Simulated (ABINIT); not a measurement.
Ga:

```
Ga
1.0
     2.77842    0.00000    0.00000
     0.00000    3.28161    0.00000
    -1.34343    0.00000    3.99027
Ga
2
Direct
  0.13460 0.75000 0.77017
  0.86540 0.25000 0.22983
```

This isn't the form of Ga at room conditions, which is orthorhombic.

- Program: ABINIT 10.8.3 (patched build)
- Task: single point
- Functional: PBE
- Potentials or basis: JTH PAW PBE v2.0
- Cutoff: 463 eV
- k mesh: 10 × 8 × 7
- Occupations: fermi-dirac, width 0.05 eV
- Spin: no spin polarisation

On this cell: pressure 2.8 GPa; largest force 0.088 eV/Å; band gap on the k mesh none (metal or under the smearing width).

The same run follows on a disturbed copy (atoms moved at random, drawn with an rms of 0.05 Å):

```
Ga
1.0
     2.77842    0.00000    0.00000
     0.00000    3.28161    0.00000
    -1.34343    0.00000    3.99027
Ga
2
Cartesian
  -0.6658 2.4533 3.0615
  2.0773 0.8443 0.9079
```

Question: What changes?

Answer: The energy (extrapolated to zero smearing) moves by +0.5 meV/atom; pressure 2.8 GPa; largest force 0.099 eV/Å; band gap on the k mesh none (metal or under the smearing width).

Forces on the atoms (eV/Å):
```
Ga  -0.011  0.063 -0.076
Ga   0.011 -0.063  0.076
```

Stress tensor (GPa, compression positive):
```
 3.48  0.02 -0.36
 0.02  1.68  0.01
-0.36  0.01  3.38
```
